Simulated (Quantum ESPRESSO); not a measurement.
MgS (Niningerite):

```
S Mg
1.0
     0.00000    2.60165    2.60165
     2.60165    0.00000    2.60165
     2.60165    2.60165    0.00000
S Mg
1 1
Direct
  0.50000 0.50000 0.50000
  0.00000 0.00000 0.00000
```

Base run:

```yaml
Program: Quantum ESPRESSO 7.5
Functional: PBE
Potentials_or_basis: PseudoDojo 0.4.1 SR PBE standard
Cutoff: 1143 eV
Density_cutoff: 4572 eV
k_mesh: 6 × 6 × 6
Occupations: fixed
Spin: no spin polarisation
```

Its results: band gap on the k mesh, mean-field level 2.79 eV, indirect (least direct gap 3.71 eV).

**Question.** The run is repeated on the same cell with these changes: functional from PBE to LDA; potentials or basis from PseudoDojo 0.4.1 SR PBE standard to PseudoDojo 0.4.1 SR LDA standard. What comes out?

**Answer.** Band gap on the k mesh, mean-field level 2.56 eV, indirect (least direct gap 3.48 eV).

A k mesh can miss the band edges.

Not every run made on this cell is shown here.
